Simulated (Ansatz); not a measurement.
Relaxed ZrO$_{2}$ (baddeleyite type, space group P2_1/c):

```yaml
crystal:
  lattice:
    - [5.18987, 0.00000, 0.00000]
    - [0.00000, 5.24188, 0.00000]
    - [-0.90466, 0.00000, 5.30184]
  atoms:
    - { symbol: Zr, position: [0.27576, 0.04379, 0.21002] }
    - { symbol: Zr, position: [0.72424, 0.54379, 0.28998] }
    - { symbol: Zr, position: [0.72424, 0.95621, 0.78998] }
    - { symbol: Zr, position: [0.27576, 0.45621, 0.71002] }
    - { symbol: O, position: [0.06497, 0.32630, 0.35005] }
    - { symbol: O, position: [0.93503, 0.82630, 0.14995] }
    - { symbol: O, position: [0.93503, 0.67370, 0.64995] }
    - { symbol: O, position: [0.06497, 0.17370, 0.85005] }
    - { symbol: O, position: [0.45100, 0.75674, 0.47552] }
    - { symbol: O, position: [0.54900, 0.25674, 0.02448] }
    - { symbol: O, position: [0.54900, 0.24326, 0.52448] }
    - { symbol: O, position: [0.45100, 0.74326, 0.97552] }
```

The atoms are displaced by Q × the pattern below (from a DFPT mode at Γ, largest move 1; Q in Å), at fixed cell.

| atom | x | y | z |
|---|---|---|---|
| Zr1 | -0.262 | 0.022 | -0.088 |
| Zr2 | -0.262 | -0.022 | -0.088 |
| Zr3 | -0.262 | 0.022 | -0.088 |
| Zr4 | -0.262 | -0.022 | -0.088 |
| O5 | 0.667 | 0.363 | 0.650 |
| O6 | 0.667 | -0.363 | 0.650 |
| O7 | 0.667 | 0.363 | 0.650 |
| O8 | 0.667 | -0.363 | 0.650 |
| O9 | 0.827 | -0.527 | -0.150 |
| O10 | 0.827 | 0.527 | -0.150 |
| O11 | 0.827 | -0.527 | -0.150 |
| O12 | 0.827 | 0.527 | -0.150 |

Level of theory: PBE (plane waves to 420 eV, PAW, scalar-relativistic; Ansatz, an electronic-structure program). k mesh 5×5×5 (Γ-centred), Fermi-Dirac smearing 0.05 eV. E stands for the smeared free energy. ZrO2 is run without spin polarisation. ZrO2 was relaxed with its symmetry unable to fall. ΔE is measured from the undisplaced structure.

| Q (Å) | ΔE (meV/cell) |
|---|---|
| -0.2800 | 2426 |
| -0.2333 | 1585 |
| -0.1867 | 963 |
| -0.1400 | 519 |
| -0.0933 | withheld |
| -0.0467 | 55 |
| 0.0000 | 0 |
| 0.0467 | 55 |
| 0.0933 | withheld |
| 0.1400 | 519 |
| 0.1867 | 963 |
| 0.2333 | 1585 |
| 0.2800 | 2426 |

Task: Fit an even polynomial form (powers 2, 4) to the given rows and predict ΔE at Q = -0.0933.

Result: Least squares on the 11 given rows: ΔE = (24980)·Q² + (76060)·Q⁴, in meV/cell with Q in Å; root-mean-square residual 0.1 meV/cell. At -0.0933 the fit gives 223 meV/cell; the calculation gives 223 meV/cell, the same to the digits shown. The quadratic term alone would give 217 meV/cell.

(For displaced atoms, the force is minus the slope of the energy, and its curvature is a force constant, which sets phonon frequencies.)
